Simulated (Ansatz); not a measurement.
# C: the cost of one run

Computed with Ansatz 0.2.0 (DFT PBE, scalar-relativistic, plane waves, PAW, unless a step's input says otherwise).

1 further run of the same task is left out (it didn't finish).

### 1 Starting point

It takes space group P3_2 (No. 145, trigonal). The conventional cell has a = 3.691 Å, b = 3.691 Å, c = 2.530 Å, α = 90.00°, β = 90.00°, γ = 120.00°. Around C (site symmetry 1) lie 5 C at 1.56 to 1.58 Å. C (site symmetry 1) is surrounded by 5 C at 1.56 to 1.57 Å.

Structure file:

```cif
data_structure
_symmetry_space_group_name_H-M 'P3_2'
_symmetry_Int_Tables_number 145
_cell_length_a 3.6914
_cell_length_b 3.6914
_cell_length_c 2.5299
_cell_angle_alpha 90.000
_cell_angle_beta 90.000
_cell_angle_gamma 120.000
_cell_volume 29.85
loop_
_atom_site_label
_atom_site_type_symbol
_atom_site_symmetry_multiplicity
_atom_site_Wyckoff_symbol
_atom_site_fract_x
_atom_site_fract_y
_atom_site_fract_z
_atom_site_occupancy
C1 C 3 a 0.93387 0.16714 0.48455 1
C2 C 3 a 0.60455 0.50159 0.65368 1
```

A structure generator made this guess: 5-connected net of one element (P3_2, No. 145). The dimensions are guesses.

### 2 The guess as it stands, on a coarse mesh

Input file input.yaml:

```yaml
crystal:
  lattice:
    - [3.69135807, 0.0, 0.0]
    - [-1.84567903, 3.19680986, 0.0]
    - [0.0, 0.0, 2.52989953]
  atoms:
    - { symbol: C, position: [0.93387396, 0.16713701, 0.48454993] }
    - { symbol: C, position: [0.83286299, 0.76673696, 0.15121659] }
    - { symbol: C, position: [0.23326304, 0.06612604, 0.81788326] }
    - { symbol: C, position: [0.60455424, 0.50158695, 0.65367902] }
    - { symbol: C, position: [0.49841305, 0.10296729, 0.32034568] }
    - { symbol: C, position: [0.89703271, 0.39544576, 0.98701235] }
basis:
  ecutwfc: 420
kpoints:
  mp_grid: { grid: [6, 6, 6] }
hamiltonian:
  xc: pbe
scf:
  occupations: { method: gaussian, width: 0.1 }
  lower_state_search: "off"
output:
  forces: true
  stress: true
  eigenvalues: true
```

Launch:

```
> ansatz run input.yaml --threads 1 --pin off --max-ram 2560MiB --backend cpu --events-out ev --progress --plain --runs-dir out
```

What time and memory should one allow on 1 thread of Arm Neoverse V1, shared host?

About 2.6 s, with a peak of 0.28 GiB.
